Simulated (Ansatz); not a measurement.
Calculated 17O nuclear quadrupole resonance for SiO2

Cell: a structure deposited in the COD whose atoms were relaxed with PBE, the cell held.

```cif
data_SiO2
_symmetry_space_group_name_H-M 'P2_13'
_symmetry_Int_Tables_number 198
_cell_length_a 7.1600
_cell_length_b 7.1600
_cell_length_c 7.1600
_cell_angle_alpha 90.000
_cell_angle_beta 90.000
_cell_angle_gamma 90.000
loop_
_atom_site_label
_atom_site_type_symbol
_atom_site_symmetry_multiplicity
_atom_site_Wyckoff_symbol
_atom_site_fract_x
_atom_site_fract_y
_atom_site_fract_z
Si1 Si 4 a 0.2807 0.2807 0.2807
Si5 Si 4 a 0.0206 0.0206 0.0206
O9 O 4 a 0.1505 0.1505 0.1505
O13 O 12 b 0.6398 0.6616 0.0434
```

One atom of each set is listed.

All values are calculated (Ansatz; DFT, PBE, plane waves and PAW (field gradients read without the response of the frozen cores, which leaves them typically 4 to 6 % off), scalar-relativistic, 420 eV cutoff, Γ-centred 4×4×4 k-points, Fermi–Dirac smearing 0.02 eV), not measured.

17O: I = 5/2, Q = -25.58 mb (year-2017 value). Static lattice, zero field.

(1) Predict the zero-field 17O lines of each site.

Answers

(1) For I = 5/2 and η = 0 the lines are 3|C_Q|/20 and twice that; η pulls their ratio below 2.

| site | atoms | V_zz (10²¹ V/m²) | C_Q (MHz) | η | line frequencies (MHz) |
| --- | --- | --- | --- | --- | --- |
| O9 | 4 | 10.95 | -6.77 | 0.00 | 1.02, 2.03 |
| O13 | 12 | 9.98 | -6.18 | 0.18 | 0.957, 1.84 |

An axis of threefold or higher order runs through O9, so V_zz lies along it and η is zero. At O13 V_zz runs parallel to the line that joins its two neighbours (within 1°).

The database positions were far from equilibrium, so the relaxed structure may not be the compound's real one.

The relaxation (5 steps) took 68 s of wall time (68 s of CPU time) and 0.74 GiB at its peak, on 1 thread of Intel Xeon 6975P-C (Granite Rapids) (x86_64; 8 cores open to the job, memory cap 3.0 GiB, no GPU), a shared host with a load of 0.7 a core.
